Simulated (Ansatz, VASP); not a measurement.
## One calculation of Mo, two programs

```
Mo
1.0
    -1.55576    1.55576    1.55576
     1.55576   -1.55576    1.55576
     1.55576    1.55576   -1.55576
Mo
1
Cartesian
  0.0000 0.0000 0.0000
```

Alike in both runs: functional LDA; k mesh 18 × 18 × 18; occupations gaussian, width 0.1 eV; no spin polarisation.

Ansatz relaxed the structure, and its values are those at the end. VASP's run is a single point on that final structure, the one shown.

|  | VASP | Ansatz |
| --- | --- | --- |
| version | VASP 6.6.1 | Ansatz 0.2.0 |
| potentials or method | VASP PAW LDA potentials, release 64 (Mo_sv) | scalar-relativistic, plane waves, PAW |
| plane-wave cutoff (eV) | 520 | 420 |
| valence electrons in the cell | 14 | 14 |

```csv
,VASP,Ansatz,Ansatz less VASP
gap on the k mesh at the Fermi level (eV),none,none,-
pressure (GPa),1.2,0.0,-1.19
```

A gap of «none» marks a metal or a gap that the smearing closes. Ansatz warned: «pseudo_functional_mismatch».
